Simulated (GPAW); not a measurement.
# Pd (Fm-3m) in GPAW: a series of runs

One crystal, Pd, is run at these levels: PBE; tasks: single point.

All numbers are computed with GPAW 26.7.0; they aren't measurements. Logs are shortened: lines on timing, memory, paths and dates and some standing lists are left out, and cuts for length are marked. The log counts tension as positive stress, the text compression.

## (1) Starting point

It takes space group Fm-3m (No. 225, cubic). The conventional cell has a = 3.893 Å, b = 3.893 Å, c = 3.893 Å, α = 90.00°, β = 90.00°, γ = 90.00°. Pd (site symmetry m-3m) has 12 Pd at 2.75 Å as nearest neighbours.

## (2) Single point, PBE

run.py

```python
from ase import Atoms
from ase.dft.bandgap import bandgap
from ase.io import write
from ase.units import Bohr, GPa
from gpaw import GPAW, PW
from gpaw.elf import elf_from_dft_calculation

atoms = Atoms(['Pd'],
              cell=[[0.0, 1.9465, 1.9465],
                    [1.9465, 0.0, 1.9465],
                    [1.9465, 1.9465, 0.0]],
              scaled_positions=[[0.0, 0.0, 0.0]],
              pbc=True)

calc = GPAW(mode=PW(600),
            xc='PBE',
            kpts={'size': (12, 12, 12), 'gamma': True},
            occupations={'name': 'methfessel-paxton', 'order': 0, 'width': 0.013000000000000001},
            nbands=17,
            convergence={'density': 1e-05, 'energy': 1e-05},
            maxiter=150,
            txt='gpaw.txt')
atoms.calc = calc
energy = atoms.get_potential_energy()
forces = atoms.get_forces()
stress = atoms.get_stress()
calc.write('gs.gpw')
write('result.traj', atoms)
print(f'Energy: {energy:.6f} eV')
print('Forces (eV/A):')
print(forces.round(4))
print('Stress (GPa):', (stress / GPa).round(3))
print('Fermi level:', round(calc.get_fermi_level(), 4), 'eV')
print(f'Gap: {bandgap(calc)[0]:.4f} eV, direct: {bandgap(calc, direct=True)[0]:.4f} eV')

# fields on the real-space grid
write('density.cube', atoms, data=calc.get_pseudo_density() * Bohr**3)
write('potential.cube', atoms, data=calc.get_electrostatic_potential())
write('elf.cube', atoms, data=elf_from_dft_calculation(calc).data)
```

Potentials or basis: GPAW PAW data sets (gpaw-data 1.2.1), pw.

The run is started by

```sh
$ OMP_NUM_THREADS=1 python run.py
```

gpaw.txt:

```text
__  _  _
 | _ |_)|_||  |
 |__||  | ||/\| - 26.7.0

Input parameters:
  mode=PW(ecut=600.0),
  convergence={'density': 1e-05, 'energy': 1e-05},
  kpts=MonkhorstPack(size=(12, 12, 12), gamma=True),
  maxiter=150,
  nbands=17,
  occupations=Occupations(name='methfessel-paxton', order=0, width=0.013000000000000001),
  xc=XC(name='PBE')

Diagonalizing LCAO Hamiltonian
Converting LCAO to pw mode

       Pd

Atoms  # Å, Bohr magnetons
|   | symbol |        x |        y |        z |    initial magnetic moments |
|---|--------|----------|----------|----------|-----------------------------|
| 0 |     Pd | 0.000000 | 0.000000 | 0.000000 | ( 0.0000,  0.0000,  0.0000) |

Unit cell  # Å
| periodic |        x |        y |        z |  lengths |    angles |
|----------|----------|----------|----------|----------|-----------|
|      yes | 0.000000 | 1.946500 | 1.946500 | 2.752767 | 60.000000 |
|      yes | 1.946500 | 0.000000 | 1.946500 | 2.752767 | 60.000000 |
|      yes | 1.946500 | 1.946500 | 0.000000 | 2.752767 | 60.000000 |

Number of symmetries: 48
Symmetry operations  # r_c * U_cc + t_c -> r_c
|    | kind |            matrix            |
|----|------|------------------------------|
|  0 |  σ   |  1, 0, 0,  1, 0,-1,  1,-1, 0 |
|  1 |  C2  |  1, 0, 0,  1,-1, 0,  1, 0,-1 |
|  2 |  E   |  1, 0, 0,  0, 1, 0,  0, 0, 1 |
|  3 |  σ   |  1, 0, 0,  0, 0, 1,  0, 1, 0 |
|  4 |  C4  |  1, 0,-1,  1, 0, 0,  1,-1, 0 |
|  5 |  S6  |  1, 0,-1,  1,-1, 0,  1, 0, 0 |
|  6 |  σ   |  1, 0,-1,  0, 1,-1,  0, 0,-1 |
|  7 |  C3  |  1, 0,-1,  0, 0,-1,  0, 1,-1 |
|  8 |  S6  |  1,-1, 0,  1, 0, 0,  1, 0,-1 |
|  9 |  C4  |  1,-1, 0,  1, 0,-1,  1, 0, 0 |
| 10 |  C3  |  1,-1, 0,  0,-1, 1,  0,-1, 0 |
| 11 |  σ   |  1,-1, 0,  0,-1, 0,  0,-1, 1 |
| 12 |  σ   |  0, 1, 0,  1, 0, 0,  0, 0, 1 |
| 13 |  C4  |  0, 1, 0,  0, 1,-1, -1, 1, 0 |
| 14 |  C3  |  0, 1, 0,  0, 0, 1,  1, 0, 0 |
| 15 |  S6  |  0, 1, 0, -1, 1, 0,  0, 1,-1 |
| 16 |  C2  |  0, 1,-1,  1, 0,-1,  0, 0,-1 |
| 17 |  σ   |  0, 1,-1,  0, 1, 0, -1, 1, 0 |
| 18 |  S4  |  0, 1,-1,  0, 0,-1,  1, 0,-1 |
| 19 |  C4  |  0, 1,-1, -1, 1, 0,  0, 1, 0 |
| 20 |  C3  |  0, 0, 1,  1, 0, 0,  0, 1, 0 |
| 21 |  σ   |  0, 0, 1,  0, 1, 0,  1, 0, 0 |
| 22 |  S6  |  0, 0, 1,  0,-1, 1, -1, 0, 1 |
| 23 |  C4  |  0, 0, 1, -1, 0, 1,  0,-1, 1 |
| 24 |  S4  |  0, 0,-1,  1, 0,-1,  0, 1,-1 |
| 25 |  C3  |  0, 0,-1,  0, 1,-1,  1, 0,-1 |
| 26 |  C2  |  0, 0,-1,  0,-1, 0, -1, 0, 0 |
| 27 |  S6  |  0, 0,-1, -1, 0, 0,  0,-1, 0 |
| 28 |  S4  |  0,-1, 1,  1,-1, 0,  0,-1, 0 |
| 29 |  C4  |  0,-1, 1,  0, 0, 1, -1, 0, 1 |
| 30 |  C2  |  0,-1, 1,  0,-1, 0,  1,-1, 0 |
| 31 |  σ   |  0,-1, 1, -1, 0, 1,  0, 0, 1 |
| 32 |  C3  |  0,-1, 0,  1,-1, 0,  0,-1, 1 |
| 33 |  S6  |  0,-1, 0,  0, 0,-1, -1, 0, 0 |
| 34 |  S4  |  0,-1, 0,  0,-1, 1,  1,-1, 0 |
| 35 |  C2  |  0,-1, 0, -1, 0, 0,  0, 0,-1 |
| 36 |  C2  | -1, 1, 0,  0, 1, 0,  0, 1,-1 |
| 37 |  S6  | -1, 1, 0,  0, 1,-1,  0, 1, 0 |
| 38 |  S4  | -1, 1, 0, -1, 0, 1, -1, 0, 0 |
| 39 |  C3  | -1, 1, 0, -1, 0, 0, -1, 0, 1 |
| 40 |  S6  | -1, 0, 1,  0, 0, 1,  0,-1, 1 |
| 41 |  C2  | -1, 0, 1,  0,-1, 1,  0, 0, 1 |
| 42 |  C3  | -1, 0, 1, -1, 1, 0, -1, 0, 0 |
| 43 |  S4  | -1, 0, 1, -1, 0, 0, -1, 1, 0 |
| 44 |  C2  | -1, 0, 0,  0, 0,-1,  0,-1, 0 |
| 45 |  i   | -1, 0, 0,  0,-1, 0,  0, 0,-1 |
| 46 |  σ   | -1, 0, 0, -1, 1, 0, -1, 0, 1 |
| 47 |  C2  | -1, 0, 0, -1, 0, 1, -1, 1, 0 |

BZ-sampling:
  Number of BZ points: 1728
  Number of IBZ points: 72

  Monkhorst-Pack size: [12, 12, 12]
  Monkhorst-Pack shift: [0.041666666666666664, 0.041666666666666664, 0.041666666666666664]

K-points  # in reciprocal-cell coordinates
|     |                                coordinates |     weight |
|-----|--------------------------------------------|------------|
|   0 | ( -0.00000000,  -0.00000000,  -0.00000000) | 0.00057870 |
|   1 | (  0.08333333,   0.08333333,  -0.00000000) | 0.00347222 |
|   2 | (  0.08333333,   0.08333333,   0.08333333) | 0.00462963 |
|   3 | (  0.16666667,   0.08333333,   0.08333333) | 0.00694444 |
|   4 | (  0.16666667,   0.16666667,  -0.00000000) | 0.00347222 |
|   5 | (  0.16666667,   0.16666667,   0.08333333) | 0.01388889 |
|   6 | (  0.16666667,   0.16666667,   0.16666667) | 0.00462963 |
|   7 | (  0.25000000,   0.16666667,   0.08333333) | 0.01388889 |
|   8 | (  0.25000000,   0.16666667,   0.16666667) | 0.01388889 |
|   9 | (  0.25000000,   0.25000000,  -0.00000000) | 0.00347222 |
| ... |                                            |            |
|  71 | (  0.50000000,   0.50000000,   0.50000000) | 0.00231481 |

Plane wave coefficients: 531
Cutoff: 600.0 eV

Spin-components: 1 (collinear spins)
Bands:           17
Projectors:      6
Spin-degeneracy: 2
Datatype:        complex128

Parallelization:
  kpt:    1
  domain: 1
  band:   1

Density:
  Valence electrons: 16.0
  Components: 1
  Grid points: [16 16 16]
  Charge: 0.0  # |e|

Potential:
  Grid points: [16 16 16]

species:
  Pd:
    name:    Palladium
    Z:       46.0
    valence: 16
    core:    30
    charge:  0.0  # [|e|]
    compensation charges:
      type: gauss
      rc: 0.38  # [Å]
      lmax: 2
    cutoffs:
      filter: 2.38  # [Å]
      core: 2.28  # [Å]
    projectors
    | kind |    occ | energy [eV] | rcut [Å] |
    |------|--------|-------------|----------|
    |   5s |  0.000 |      -3.315 |    1.228 |
    |   4p |  6.000 |     -51.209 |    1.360 |
    |   5p |  0.000 |      -0.314 |    1.360 |
    |   4d | 10.000 |      -4.047 |    1.228 |
    |    s |        |      23.896 |    1.228 |
    |    d |        |      23.165 |    1.228 |

    Using partial waves for Pd as LCAO basis

Reference energy: -137227.490718  # eV

eigensolver:
  PPCG
  Converge bands: occupied
  niter=2

density mixing:
  MSR1-Mixer
  Pratt-step length: 0.05
  Maximum mixing coefficient: 0.75
  Old densities: 10
  SVD Regularization: 0.005
  Good broyden scale: 1.0
  Trust region scale: 1.0
  Backstep threshold: 4.0
  History deletion threshold: 6.0
  Fourier metric: weight=20.0, sigma=0.015

occupation numbers:
  Methfessel-Paxton:
    width: 0.0130  # eV
    order: 0

poisson solver:
  ecut: 4800.0  # eV

xc functional:
  name: PBE with 2 nearest neighbor stencil

convergence criteria:
- Maximum integral of absolute [dens]ity change: 1e-05 electrons / valence electron
- Maximum [total energy] change in last 3 cyles: 1e-05 eV / valence electron
- Maximum integral of absolute [eigenst]ate change: 4e-08 eV^2 / valence electron
maximum number of iterations: 150

SCF iterations
|iter     | |      energy | eigst |  dens |
|---------|-|-------------|-------|-------|
|iter:   1| |   -4.845154 | -0.14 |       |
|iter:   2| |   -4.608710 | -2.59 | -0.98 |
|iter:   3| |   -3.880492 | -1.45 | -1.04 |
|iter:   4| |   -3.871900 | -3.37 | -2.03 |
|iter:   5| |   -3.869066 | -3.34 | -2.14 |
|iter:   6| |   -3.868824 | -5.02 | -2.79 |
|iter:   7| |   -3.868825 | -7.14 | -3.83 |
|iter:   8| |   -3.868825c| -7.66c| -4.54 |
|iter:   9| |   -3.868825c| -8.58c| -5.24c|

Converged in 9 steps
Energy contributions relative to reference atoms: (reference = -137227.490718)

Energy contributions:
  Kinetic:          -1.767933
  Coulomb:          -2.674243
  Zero:             -0.152872
  External:          0.000000
  Xc:                0.726616
  Entropy:          -0.000787
  Spinorbit:         0.000000
  ----------------------------
  Free energy:      -3.869219
  Extrapolated:     -3.868825

dipole moment: (-11.555993, -11.555993, -11.555993)  # |e|*Ang

Fermi level: 9.467
Eigenvalues  # (at kpt = [-0.000, -0.000, -0.000])
| band index |      eig [eV] | occ [0-2] |
|------------|---------------|-----------|
|          0 |       -40.182 |     2.000 |
|          1 |       -40.182 |     2.000 |
|          2 |       -40.182 |     2.000 |
|          3 |         2.360 |     2.000 |
|          4 |         6.652 |     2.000 |
|          5 |         6.652 |     2.000 |
[... 9 lines left out ...]
|         15 |        39.720 |     0.000 |
|         16 |        39.720 |     0.000 |

No gap
No difference between direct/indirect transitions

Forces  # eV/Ang
|       x |       y |       z |
|---------|---------|---------|
| 0.00000 | 0.00000 | 0.00000 |  # Pd   0

Stress tensor  # eV/Ang^3
|         x |         y |         z |
|-----------|-----------|-----------|
| -0.042872 |  0.000000 |  0.000000 |
|  0.000000 | -0.042872 |  0.000000 |
|  0.000000 |  0.000000 | -0.042872 |

# Writing to gs.gpw (mode='')
```

It took 12 s on 1 thread of Arm Neoverse V1, shared host; peak memory 0.13 GiB.

What came out:

```yaml
Free_energy: -3.8692 eV
Pressure: 6.9 GPa
Band_gap_on_the_k_mesh: none (metal or under the smearing width)
```

## (3) Single point, PBE

run.py: that of step 2 with these lines changed.

```diff
@@ -1,4 +1,3 @@
-from ase import Atoms
 from ase.dft.bandgap import bandgap
-from ase.io import write
+from ase.io import read, write
 from ase.units import Bohr, GPa
@@ -7,8 +6,3 @@
 
-atoms = Atoms(['Pd'],
-              cell=[[0.0, 1.9465, 1.9465],
-                    [1.9465, 0.0, 1.9465],
-                    [1.9465, 1.9465, 0.0]],
-              scaled_positions=[[0.0, 0.0, 0.0]],
-              pbc=True)
+atoms = read('Pd.xyz')
 
@@ -17,3 +11,3 @@
             kpts={'size': (12, 12, 12), 'gamma': True},
-            occupations={'name': 'methfessel-paxton', 'order': 0, 'width': 0.013000000000000001},
+            occupations={'name': 'methfessel-paxton', 'order': 0, 'width': 0.014},
             nbands=17,
```

Pd.xyz

```xyz
1
Lattice="0.0000000000 1.9465000000 1.9465000000 1.9465000000 0.0000000000 1.9465000000 1.9465000000 1.9465000000 0.0000000000" Properties=species:S:1:pos:R:3 pbc="T T T"
Pd     0.0000000000      0.0000000000      0.0000000000
```

Potentials or basis: GPAW PAW data sets (gpaw-data 1.2.1), pw.

The run is started by

```sh
$ OMP_NUM_THREADS=1 python run.py
```

Wall time 11 s (1 thread of Arm Neoverse V1, shared host); peak memory 0.14 GiB.

It converged, with:

- Free energy: -3.8693 eV
- Pressure: 6.9 GPa
- Band gap on the k mesh: none (metal or under the smearing width)

Levels at points of the mesh, in eV from the Fermi level:
```tsv
k point	band 5	band 6	band 7	band 8	band 9	band 10	band 11	band 12
(0.00, 0.00, 0.00)	-2.82	-2.82	-2.82	-1.20	-1.20	17.49	22.52	22.52
(0.50, 0.50, 0.00)	-5.08	-0.03	0.32	0.32	3.36	10.80	13.52	13.52
(0.50, 0.50, 0.50)	-2.86	-2.86	0.00	0.00	1.02	7.36	16.80	22.01
```

## (4) Single point, PBE

run.py

```python
from ase.dft.bandgap import bandgap
from ase.io import read, write
from ase.units import GPa
from gpaw import GPAW, PW

atoms = read('Pd.xyz')

calc = GPAW(mode=PW(600),
            xc='PBE',
            kpts={'size': (12, 12, 12), 'gamma': True},
            occupations={'name': 'methfessel-paxton', 'order': 0, 'width': 0.015},
            nbands=17,
            convergence={'density': 1e-05, 'energy': 1e-05},
            maxiter=150,
            txt='gpaw.txt')
atoms.calc = calc
energy = atoms.get_potential_energy()
forces = atoms.get_forces()
stress = atoms.get_stress()
calc.write('gs.gpw')
write('result.traj', atoms)
print(f'Energy: {energy:.6f} eV')
print('Forces (eV/A):')
print(forces.round(4))
print('Stress (GPa):', (stress / GPa).round(3))
print('Fermi level:', round(calc.get_fermi_level(), 4), 'eV')
print(f'Gap: {bandgap(calc)[0]:.4f} eV, direct: {bandgap(calc, direct=True)[0]:.4f} eV')
```

Pd.xyz is that of step 3.

The run is started by

```sh
$ OMP_NUM_THREADS=1 python run.py
```

Run time: 11 s. Hardware: 1 thread of Arm Neoverse V1, shared host; peak memory 0.14 GiB.

The run converged. Its results:

```
Free energy            : -3.8693 eV
Pressure               : 6.9 GPa
Band gap on the k mesh : none (metal or under the smearing width)
```

Levels at points of the mesh, in eV from the Fermi level:
```
           k point  band 5  band 6  band 7  band 8  band 9  band 10  band 11  band 12
(0.00, 0.00, 0.00)   -2.81   -2.81   -2.81   -1.20   -1.20    17.49    22.52    22.52
(0.50, 0.50, 0.00)   -5.08   -0.03    0.32    0.32    3.36    10.80    13.52    13.52
(0.50, 0.50, 0.50)   -2.86   -2.86    0.00    0.00    1.02     7.36    16.80    22.01
```

## (5) Single point, PBE

run.py

```python
from ase import Atoms
from ase.dft.bandgap import bandgap
from ase.io import write
from ase.units import Bohr, GPa
from gpaw import GPAW, PW
from gpaw.elf import elf_from_dft_calculation

atoms = Atoms(['Pd'],
              cell=[[0.0, 1.9465, 1.9465],
                    [1.9465, 0.0, 1.9465],
                    [1.9465, 1.9465, 0.0]],
              scaled_positions=[[0.0, 0.0, 0.0]],
              pbc=True)

calc = GPAW(mode=PW(600),
            xc='PBE',
            kpts={'size': (12, 12, 12), 'gamma': True},
            occupations={'name': 'methfessel-paxton', 'order': 0, 'width': 0.016},
            nbands=17,
            convergence={'density': 1e-05, 'energy': 1e-05},
            maxiter=150,
            txt='gpaw.txt')
atoms.calc = calc
energy = atoms.get_potential_energy()
forces = atoms.get_forces()
stress = atoms.get_stress()
calc.write('gs.gpw')
write('result.traj', atoms)
print(f'Energy: {energy:.6f} eV')
print('Forces (eV/A):')
print(forces.round(4))
print('Stress (GPa):', (stress / GPa).round(3))
print('Fermi level:', round(calc.get_fermi_level(), 4), 'eV')
print(f'Gap: {bandgap(calc)[0]:.4f} eV, direct: {bandgap(calc, direct=True)[0]:.4f} eV')

# fields on the real-space grid
write('density.cube', atoms, data=calc.get_pseudo_density() * Bohr**3)
write('potential.cube', atoms, data=calc.get_electrostatic_potential())
write('elf.cube', atoms, data=elf_from_dft_calculation(calc).data)
```

The run is started by

```sh
$ OMP_NUM_THREADS=1 python run.py
```

Wall time 12 s (1 thread of Arm Neoverse V1, shared host); peak memory 0.13 GiB.

The run converged. Its results:

```yaml
Free_energy: -3.8694 eV
Pressure: 6.9 GPa
Band_gap_on_the_k_mesh: none (metal or under the smearing width)
```

Levels at points of the mesh, in eV from the Fermi level:
```csv
k point,band 5,band 6,band 7,band 8,band 9,band 10,band 11,band 12
"(0.00, 0.00, 0.00)",-2.81,-2.81,-2.81,-1.20,-1.20,17.49,22.52,22.52
"(0.50, 0.50, 0.00)",-5.08,-0.03,0.32,0.32,3.36,10.80,13.52,13.52
"(0.50, 0.50, 0.50)",-2.86,-2.86,0.00,0.00,1.02,7.36,16.80,22.02
```

## (6) Summary

```csv
smearing,gap on the mesh (eV),pressure (GPa)
gaussian 0.013 eV,none,6.9
gaussian 0.014 eV,none,6.9
gaussian 0.015 eV,none,6.9
gaussian 0.016 eV,none,6.9
```

Alike in all rows: task single point; level PBE; potentials or basis GPAW PAW data sets (gpaw-data 1.2.1), pw; no spin polarisation; cell as given; k mesh 12 × 12 × 12; cutoff (eV) 600.

Every run on the cell as given and a fine mesh finds a metal.

Absolute energies hang on the potentials; compare differences alone.
